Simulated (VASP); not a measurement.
Write the native input for VASP 6.6.1 that does the following.

* Task: relaxation of the atoms
* Functional: PBEsol
* Potentials or basis: VASP PAW PBE potentials, release 64 (Ag)
* Cutoff: 600 eV
* k mesh: 16 × 16 × 16
* Occupations: methfessel-paxton, width 0.1 eV
* Spin: no spin polarisation
* Further INCAR settings: ALGO = Fast; EDIFF = 1e-07; IBRION = 2; EDIFFG = -0.01; NSW = 40

The structure of Ag lies in POSCAR:

```
Ag                                      
1.0
    0.0000000000      2.0524205502      2.0524205502
    2.0524205502      0.0000000000      2.0524205502
    2.0524205502      2.0524205502      0.0000000000
  Ag            
     1
Direct
     0.0000000000000000    0.0000000000000000    0.0000000000000000
```

The cell isn't the ideal one: a relaxed cell with its volume scaled by 1.04.

The input as run:

INCAR

```
PREC = Accurate
ENCUT = 600
EDIFF = 1E-7
ISMEAR = 1
SIGMA = 0.1
LREAL = F
LASPH = T
NELM = 80
ALGO = Fast
ISIF = 2
LWAVE = F
LCHARG = F
GGA = PS
IBRION = 2
NSW = 40
EDIFFG = -0.01
```

KPOINTS

```
Automatic mesh
0
Gamma
  16 16 16
```

Potentials or basis: VASP PAW PBE potentials, release 64 (Ag).

The run is started by

```console
$ cat potpaw_PBE.64/Ag/POTCAR > POTCAR
$ mpirun -np 1 vasp_std > vasp.out
```

Results of the run:

```json
{"Pressure after relaxing": "-4.2 GPa", "Band gap on the k mesh": "none (metal or under the smearing width)"}
```

Caveat: the relaxation stopped at its first step, so nothing moved; the PAW data sets were made with another functional, which shifts forces and pressure a little.

It took 9.9 s on 1 thread of Intel(R) Xeon(R) 6975P-C (Granite Rapids), on a shared host, peak memory 0.16 GiB.
